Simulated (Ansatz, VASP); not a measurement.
**CuO in VASP and in Ansatz**

```xyz
4
Lattice="3.1795 0.0000 0.0000 -1.5898 2.7536 0.0000 0.0000 0.0000 4.4315" Properties=species:S:1:pos:R:3 pbc="T T T"
Cu    0.0000    0.0000    0.0000
Cu    0.0000    0.0000    2.2157
O     0.0000    1.8357    1.1079
O     1.5898    0.9179    3.3236
```

Measurements of this composition are mostly on another form, of space group No. 15.

Alike in both runs: task electric field gradients; functional PBE; k mesh 10 × 10 × 6; occupations fermi-dirac, width 0.05 eV; no spin polarisation.

|  | VASP | Ansatz |
| --- | --- | --- |
| version | VASP 6.6.1 | Ansatz 0.2.0 |
| potentials or method | VASP PAW PBE potentials, release 64 (Cu, O), cutoff 520 eV | all-electron PAW datasets made for the crystal |

Ansatz gave:

| Item | Value |
| --- | --- |
| gap on the k mesh at the Fermi level (eV) | none |
| pressure (GPa) | 6.2 |
| largest component of the traceless stress (GPa) | 31.32 |
| Vzz of the field gradient on the site that differs most (V/Å²) | -16.8 |

Problem. Estimate VASP's values.

Solution. gap on the k mesh at the Fermi level (eV): none; pressure (GPa): 6.5; largest component of the traceless stress (GPa): 31.46; Vzz of the field gradient on the site that differs most (V/Å²): -40.0.

A gap of «none» marks a metal or a gap that the smearing closes. Ansatz ran all-electron here, so the differences hold the error of VASP's frozen core and of both bases.

Caveats: the run has no spin polarisation, though such a crystal can be magnetic; semilocal functionals often make such compounds metallic where correlation or magnetic order opens a gap, which also shifts bond lengths.
